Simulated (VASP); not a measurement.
**SnTe: relaxation of cell and atoms with PBE+TS**

SnTe:

```xyz
2
Lattice="0.0000 3.1509 3.1509 3.1509 0.0000 3.1509 3.1509 3.1509 0.0000" Properties=species:S:1:pos:R:3 pbc="T T T"
Te    3.1509    3.1509    3.1509
Sn    0.0000    0.0000    0.0000
```

* Program: VASP 6.6.1
* Task: relaxation of cell and atoms
* Functional: PBE
* Dispersion: TS
* Potentials or basis: VASP PAW PBE potentials, release 64 (Te_GW, Sn_d_GW)
* Cutoff: 680 eV
* k mesh: 7 × 7 × 7
* Occupations: gaussian, width 0.1 eV
* Spin: no spin polarisation
* Further INCAR settings: ALGO = Normal; EDIFF = 1e-06; IBRION = 2; EDIFFG = -0.01; NSW = 60; ISIF = 3

* Relaxed volume: 31.78 Å³/atom
* Relaxed cell: a = 4.480 Å, b = 4.480 Å, c = 4.480 Å, α = 60.00°, β = 60.00°, γ = 60.00°
* Space group after relaxing (to 0.05 Å): Fm-3m (No. 225)
* Energy gained by relaxing: 1.2 meV/atom
* Ionic steps: 3
* Pressure after relaxing: 0.0 GPa
* Hirshfeld charges: Te -0.12; Sn +0.12 e
* Dispersion energy per atom: -0.294 eV

Step by step:
| step | energy change (eV) | largest force (eV/Å) | pressure (GPa) | volume (Å³) |
| --- | --- | --- | --- | --- |
| 1 | 0.0000 | 0.0000 | 0.77 | 62.56 |
| 2 | -0.0021 | 0.0000 | -0.30 | 63.93 |
| 3 | -0.0024 | 0.0000 | -0.05 | 63.56 |

Final structure:
```cif
data_structure
_symmetry_space_group_name_H-M 'P 1'
_symmetry_Int_Tables_number 1
_cell_length_a 4.4796
_cell_length_b 4.4796
_cell_length_c 4.4796
_cell_angle_alpha 60.000
_cell_angle_beta 60.000
_cell_angle_gamma 60.000
_cell_volume 63.56
loop_
_atom_site_label
_atom_site_type_symbol
_atom_site_fract_x
_atom_site_fract_y
_atom_site_fract_z
_atom_site_occupancy
Te1 Te 0.50000 0.50000 0.50000 1
Sn1 Sn 0.00000 0.00000 0.00000 1
```

Levels at points of the mesh, in eV from the Fermi level:
```
           k point  band 6  band 7  band 8  band 9  band 10  band 11  band 12  band 13  band 14
(0.00, 0.00, 0.00)  -12.76   -4.82   -2.18   -2.18    -2.18     3.24     3.24     3.24     4.73
```

It took 52 s on 1 thread of AMD EPYC 9R45 (Zen 5), with other jobs on the host, peak memory 0.25 GiB.

Caveat: this odd mesh misses L, where the gap lies, so gap, dielectric constants and Born charges aren't listed. Zero-point motion and thermal expansion aren't in these numbers.
